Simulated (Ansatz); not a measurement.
**Zr: single point with PBEsol**

The system is Zr.

```
Zr
1.0
     3.23200    0.00000    0.00000
    -1.61600    2.79899    0.00000
     0.00000    0.00000    5.14700
Zr
2
Direct
  0.66667 0.33333 0.75000
  0.33333 0.66667 0.25000
```

```json
{"Program": "Ansatz 0.2.0", "Task": "single point", "Functional": "PBEsol", "Potentials or basis": "all-electron LAPW, scalar-relativistic", "Cutoff": "174 eV (chosen from the basis error)", "Basis error allowed": "0.001 eV/atom", "k mesh": "9 × 9 × 5", "Occupations": "fermi-dirac, width 0.05 eV", "Spin": "no spin polarisation"}
```

```json
{
  "Pressure": "-3.3 GPa",
  "Band gap on the k mesh": "none (metal or under the smearing width)"
}
```

Stress tensor (GPa, compression positive):
```
-3.54  0.00  0.00
 0.00 -3.54  0.00
 0.00  0.00 -2.69
```

Levels at points of the mesh, in eV from the Fermi level:
```
           k point  band 20  band 21  band 22  band 23  band 24  band 25
(0.00, 0.00, 0.00)    -3.05     0.84     0.84     1.00     1.17     1.54
```

Wall time 7.1 s on 1 thread of Intel(R) Xeon(R) Platinum 8488C (Sapphire Rapids), with other jobs on the host, peak memory 0.33 GiB.
